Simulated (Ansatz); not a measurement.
Crystal: Cl.

```
Cl
1.0
     3.14500   -2.25000    0.00000
     3.14500    2.25000    0.00000
     0.00000    0.00000    8.21000
Cl
4
Direct
  0.37000 0.63000 0.40000
  0.13000 0.87000 0.90000
  0.63000 0.37000 0.60000
  0.87000 0.13000 0.10000
```

| Quantity | Value |
| --- | --- |
| Program | Ansatz 0.2.0 |
| Task | single point |
| Functional | PBEsol |
| Potentials or basis | Ansatz PAW |
| Cutoff | 420 eV (not typed: the program's choice for these potentials) |
| k mesh | 7 × 7 × 4 |
| Occupations | fermi-dirac, width 0.05 eV |
| Spin | no spin polarisation |

On this cell: pressure -0.9 GPa; largest force 0.173 eV/Å; band gap on the k mesh 2.43 eV, indirect (least direct gap 2.49 eV).

The same run follows on a disturbed copy (atoms moved at random, drawn with an rms of 0.05 Å):

```
Cl
1.0
     3.14500   -2.25000    0.00000
     3.14500    2.25000    0.00000
     0.00000    0.00000    8.21000
Cl
4
Direct
  0.38678 0.62888 0.40016
  0.12135 0.88168 0.90159
  0.62675 0.36759 0.60135
  0.86819 0.13529 0.09859
```

**Question.** What does the disturbed cell give?

**Answer.** The energy moves by +0.8 meV/atom; pressure 0.1 GPa; largest force 0.544 eV/Å; band gap on the k mesh 2.56 eV, indirect (least direct gap 2.60 eV).

Forces in eV/Å, atoms in the order of the input:
```
Cl  -0.030  0.000 -0.127
Cl  -0.007 -0.222 -0.491
Cl   0.030 -0.012  0.127
Cl   0.007  0.234  0.491
```

Stress tensor (GPa, compression positive):
```
 0.17 -0.01  0.03
-0.01 -0.18  0.55
 0.03  0.55  0.20
```

Caveats: odd divisions of the mesh miss points on the zone boundary, where band edges often lie, so the gap on the mesh can be too wide; the PAW data sets come from PBE, with cores solved anew for the run's functional, which leaves a small shift of forces and pressure.

A k mesh can miss the band edges.
